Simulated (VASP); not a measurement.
# Si (P6_3/mmc) in VASP: notebook

Runs on Si. Level: PBE. Tasks: single point.

Everything below comes from runs of VASP 6.6.1. Logs are shortened: lines on timing, memory, paths and dates and some standing lists are left out, and cuts for length are marked.

## Step 1: The structure

It takes space group P6_3/mmc (No. 194, hexagonal). The conventional cell has a = 3.831 Å, b = 3.831 Å, c = 6.333 Å, α = 90.00°, β = 90.00°, γ = 120.00°. Si (site symmetry 3m) has 4 Si at 2.35 to 2.37 Å as nearest neighbours.

This isn't the form of Si at room conditions, which is diamond.

## Step 2: Single point, PBE

The input, INCAR:

```
PREC = Accurate
ENCUT = 460
EDIFF = 1E-6
ISMEAR = 0
SIGMA = 0.05
LREAL = F
LASPH = T
NELM = 100
ALGO = Normal
ISIF = 2
LWAVE = F
LCHARG = F
GGA = PE
NBANDS = 16
ADDGRID = F
```

The input, KPOINTS:

```
Automatic mesh
0
Gamma
  10 10 5
```

The input, POSCAR:

```
Si
1.0
    3.8313174605      0.0000000000      0.0000000000
   -1.9156587303      3.3180182508      0.0000000000
    0.0000000000      0.0000000000      6.3326220002
Si
4
Direct
    0.6666666667      0.3333333333      0.9369905000
    0.3333333333      0.6666666667      0.4369905000
    0.6666666667      0.3333333333      0.5630095000
    0.3333333333      0.6666666667      0.0630095000
```

Potentials or basis: VASP PAW PBE potentials, release 64 (Si).

On the command line:

```console
cat potpaw_PBE.64/Si/POTCAR > POTCAR
mpirun -np 1 vasp_std > vasp.out
```

OUTCAR:

```text
PREC = Accurate
   ENCUT = 460
   EDIFF = 1E-6
   ISMEAR = 0
   LREAL = F
   LASPH = T
   NELM = 100
   ISIF = 2
   GGA = PE

 Found     42 irreducible k-points:

 Following reciprocal coordinates:
            Coordinates               Weight
  0.000000  0.000000  0.000000      1.000000
  0.100000 -0.000000  0.000000      6.000000
  0.200000 -0.000000  0.000000      6.000000
  0.300000  0.000000  0.000000      6.000000
  0.400000  0.000000  0.000000      6.000000
  0.500000  0.000000  0.000000      3.000000
   k-points           NKPTS =     42   k-points in BZ     NKDIM =     42   number of bands    NBANDS=     16
   number of dos      NEDOS =    301   number of ions     NIONS =      4
   total plane-waves  NPLWV =  37632
   dimension x,y,z NGX =    28 NGY =   28 NGZ =   48
   dimension x,y,z NGXF=    56 NGYF=   56 NGZF=   96
   ions per type =               4
   NGX,Y,Z   is equivalent  to a cutoff of  12.15, 12.15, 12.60 a.u.
   NGXF,Y,Z  is equivalent  to a cutoff of  24.30, 24.30, 25.20 a.u.
 SYSTEM =  unknown system
   PREC   = accura    normal or accurate (medium, high low for compatibility)
   ISTART =      0    job   : 0-new  1-cont  2-samecut
   ICHARG =      2    charge: 1-file 2-atom 10-const
   ISPIN  =      1    spin polarized calculation?
   LNONCOLLINEAR =      F non collinear calculations
   LSORBIT =      F    spin-orbit coupling
   LASPH  =      T    aspherical Exc in radial PAW
   ENCUT  =  460.0 eV  33.81 Ry    5.81 a.u.   6.70  6.70 11.07*2*pi/ulx,y,z
   NELM   =    100;   NELMIN=  2; NELMDL= -5     # of ELM steps
   EDIFF  = 0.1E-05   stopping-criterion for ELM
   LREAL  =      F    real-space projection
   EDIFFG = 0.1E-04   stopping-criterion for IOM
   NSW    =      0    number of steps for IOM
   IBRION =     -1    ionic relax: 0-MD 1-quasi-New 2-CG
   NFREE  =      0    steps in history (QN), initial steepest desc. (CG)
   ISIF   =      2    stress and relaxation
   ISYM   =      2    0-nonsym 1-usesym 2-fastsym
   POTIM  = 0.5000    time-step for ionic-motion
   TEBEG  =    0.0;   TEEND  =   0.0 temperature during run
   PSTRESS=    0.0 pullay stress
   NELECT =      16.0000    total number of electrons
   NUPDOWN=      -1.0000    fix difference up-down
   EMIN   =  10.00;   EMAX   =-10.00  energy-range for DOS
   EFERMI =   0.00;   METHOD = LEGACY
   ISMEAR =     0;   SIGMA  =   0.05  broadening in eV -4-tet -1-fermi 0-gaus
   EFERMI_NEDOS =   21; number of points for ismear=-14 and -15
   IALGO  =     38    algorithm
   IMIX   =      4    mixing-type and parameters
     AMIX     =   0.40;   BMIX     =  1.00
     AMIX_MAG =   1.60;   BMIX_MAG =  1.00
  volume/ion in A,a.u.               =      20.13       135.81
  Fermi-wavevector in a.u.,A,eV,Ry     =   0.955384  1.805414 12.418837  0.912759
  Thomas-Fermi vector in A             =   2.084217
   LORBIT       =      0    0 simple, 1 ext, 2 COOP (PROOUT), +10 PAW based schemes
   GGA     = PE    functional components
   LHFCALC =     F    Hartree Fock is set to
   AEXX    =    0.0000 exact exchange contribution
   IVDW    =     0    specifies the selected vdW correction
   LEPSILON=     F    determine dielectric tensor
   LRPA    =     F    only Hartree local field effects (RPA)
 non-spin polarized calculation
 Gauss-broadening in eV      SIGMA  =   0.05
  energy-cutoff  :      460.00
  volume of cell :       80.50
 maximum number of plane-waves:      1822
 NGX is ok and might be reduce to    28
   NGX = 13   NGY = 13   NGZ = 23

 number of electron      15.9999999 magnetization

 Free energy of the ion-electron system (eV)
  ---------------------------------------------------
  ext. energy  EPLUGINS =         0.00000000
  ---------------------------------------------------
  free energy    TOTEN  =       -21.64928158 eV

  energy without entropy =      -21.64928158  energy(sigma->0) =      -21.64928158

 E-fermi :   6.2419     XC(G=0):  -9.3841

 val. band max:        6.0281371734   @ k =   0.0000   0.0000   0.0000
 cond. band min:       6.4469639211   @ k =   0.5000   0.0000   0.0000
 fundamental gap:      0.4188267478
 Fermi energy:         6.2419183231

 k-point     1 :       0.0000    0.0000    0.0000
  band No.  band energies     occupation
      1      -6.1627      2.00000
      2      -3.8789      2.00000
      3      -1.1851      2.00000
      4       4.5109      2.00000
      5       4.5109      2.00000
      6       5.6757      2.00000
      7       6.0281      2.00000
      8       6.0281      2.00000
      9       7.0621      0.00000
     10       8.0323      0.00000
     11       8.0323      0.00000
     12       8.3734      0.00000
     13       9.5406      0.00000
     14      10.1991      0.00000
     15      10.1991      0.00000
     16      11.9532      0.00000

 k-point     2 :       0.1000   -0.0000    0.0000
  band No.  band energies     occupation
      1      -6.0464      2.00000
      2      -3.7601      2.00000
      3      -1.1242      2.00000
      4       3.5951      2.00000
      5       4.2757      2.00000
      6       5.1832      2.00000
      7       5.5024      2.00000
      8       5.8165      2.00000
      9       7.5220      0.00000
     10       8.3651      0.00000
     11       8.3841      0.00000
     12       8.4840      0.00000
     13       9.7749      0.00000
     14      10.6395      0.00000
     15      10.6418      0.00000
     16      11.2825      0.00000

 k-point     3 :       0.2000   -0.0000    0.0000
  band No.  band energies     occupation
      1      -5.7019      2.00000
      2      -3.4073      2.00000
      3      -1.0047      2.00000
      4       2.1875      2.00000
      5       3.6537      2.00000
      6       3.8022      2.00000
      7       4.9903      2.00000
      8       5.3776      2.00000
      9       7.2570      0.00000
     10       8.8115      0.00000
     11       9.0194      0.00000
     12       9.3097      0.00000
     13       9.6602      0.00000
     14      10.6132      0.00000
     15      11.7577      0.00000
     16      11.7631      0.00000

 k-point     4 :       0.3000    0.0000    0.0000
  band No.  band energies     occupation
      1      -5.1477      2.00000
      2      -2.8360      2.00000
      3      -1.1369      2.00000
      4       1.2380      2.00000
      5       2.1141      2.00000
      6       3.3646      2.00000
      7       4.2363      2.00000
      8       4.9629      2.00000
      9       6.8809      0.00000
     10       8.8199      0.00000
     11       9.2580      0.00000
     12       9.3390      0.00000
     13       9.3871      0.00000
     14      11.9294      0.00000
     15      12.6456      0.00000
     16      12.7933      0.00000

 k-point     5 :       0.4000    0.0000    0.0000
  band No.  band energies     occupation
      1      -4.4497      2.00000
      2      -2.1051      2.00000
      3      -1.8514      2.00000
      4       0.7727      2.00000
      5       1.1794      2.00000
      6       3.0765      2.00000
      7       3.4525      2.00000
      8       4.6869      2.00000
      9       6.5682      0.00000
     10       8.4894      0.00000
     11       9.1002      0.00000
     12       9.1923      0.00000
     13      10.0041      0.00000
     14      12.4121      0.00000
     15      12.7057      0.00000
     16      13.8287      0.00000

 k-point     6 :       0.5000    0.0000    0.0000
  band No.  band energies     occupation
      1      -3.9796      2.00000
      2      -2.4061      2.00000
      3      -1.5966      2.00000
      4       0.0568      2.00000
      5       1.3699      2.00000
      6       2.9772      2.00000
      7       3.0450      2.00000
      8       4.5914      2.00000
      9       6.4470      0.00000
     10       8.3746      0.00000
     11       9.0203      0.00000
     12       9.1427      0.00000
     13      10.4503      0.00000
     14      12.0859      0.00000
     15      12.4938      0.00000
     16      14.1792      0.00000

 [... further k-points ...]

------------------------ aborting loop because EDIFF is reached ----------------------------------------

  FORCE on cell =-STRESS in cart. coord.  units (eV):
  Direction    XX          YY          ZZ          XY          YZ          ZX
  --------------------------------------------------------------------------------------
  -------------------------------------------------------------------------------------
  Total        0.6715893      0.6715893      0.6994969     -0.0000000      0.0000000      0.0000000
  in kB       13.3660745     13.3660745     13.9214964     -0.0000000      0.0000000      0.0000000
  external PRESSURE =      13.5512151 kB  Pullay stress =       0.0000000 kB

 VOLUME and BASIS-vectors are now :
 -----------------------------------------------------------------------------
  energy-cutoff  :      460.00
  volume of cell :       80.50
      direct lattice vectors                 reciprocal lattice vectors
     3.831317461  0.000000000  0.000000000     0.261006823  0.150692360  0.000000000
    -1.915658730  3.318018251  0.000000000     0.000000000  0.301384720  0.000000000
     0.000000000  0.000000000  6.332622000     0.000000000  0.000000000  0.157912473

 POSITION                                       TOTAL-FORCE (eV/Angst)
 -----------------------------------------------------------------------------------
      1.91566      1.10601      5.93361         0.000000      0.000000      0.005302
     -0.00000      2.21201      2.76730        -0.000000     -0.000000      0.005302
      1.91566      1.10601      3.56533         0.000000      0.000000     -0.005302
     -0.00000      2.21201      0.39902        -0.000000     -0.000000     -0.005302
 -----------------------------------------------------------------------------------
    total drift:                                0.000000     -0.000000      0.000000

  FREE ENERGIE OF THE ION-ELECTRON SYSTEM (eV)
  ---------------------------------------------------
  free  energy   TOTEN  =       -21.6492815815 eV

  energy  without entropy=      -21.6492815815  energy(sigma->0) =      -21.64928158
```

Wall time 30 s (1 thread of AMD EPYC 7R13 (Zen 3), shared host); peak memory 0.15 GiB.

These settings aren't checked as converged: the numbers below hold their error.

What came out:

```
Free energy            : -21.6493 eV
Pressure               : 1.4 GPa
Largest force          : 0.005 eV/Å
Band gap on the k mesh : 0.42 eV, indirect (least direct gap 1.03 eV)
```

Caveat: an odd mesh through Γ misses points on the zone boundary, where band edges often lie.

[end of part 1 of 2]
